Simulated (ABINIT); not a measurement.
Pt, 1 atom in the cell. It takes space group Fm-3m (No. 225, cubic). The conventional cell has a = 3.922 Å, b = 3.922 Å, c = 3.922 Å, α = 90.00°, β = 90.00°, γ = 90.00°. Around Pt (site symmetry m-3m) lie 12 Pt at 2.77 Å. 

```yaml
Program: ABINIT 10.8.3 (patched build)
Task: equation of state
Functional: PBEsol
Dispersion: D4
Potentials_or_basis: JTH PAW PBE v2.0
Cutoff: 435 eV
k_mesh: 12 × 12 × 12
Occupations: fermi-dirac, width 0.05 eV
Spin: no spin polarisation
Dispersion_computed_by: dftd4 4.3.1
Fine-grid_cutoff: 870.764 eV
Exchange_and_correlation_inside_the_PAW_spheres: full angular mesh (pawxcdev 0, this build's default; the released program takes 1)
```

Potentials or basis: JTH PAW PBE v2.0.

Run with:

```bash
$ python run.py
```

Hardware: 1 thread of Arm Neoverse V1, with other jobs on the host.

Q: How long does it take, and how much memory?

A: Run time: 2.5 min on 1 thread of Arm Neoverse V1 (shared host), peak memory 0.1 GiB. Counts: scf iterations 187, mpi ranks 1.
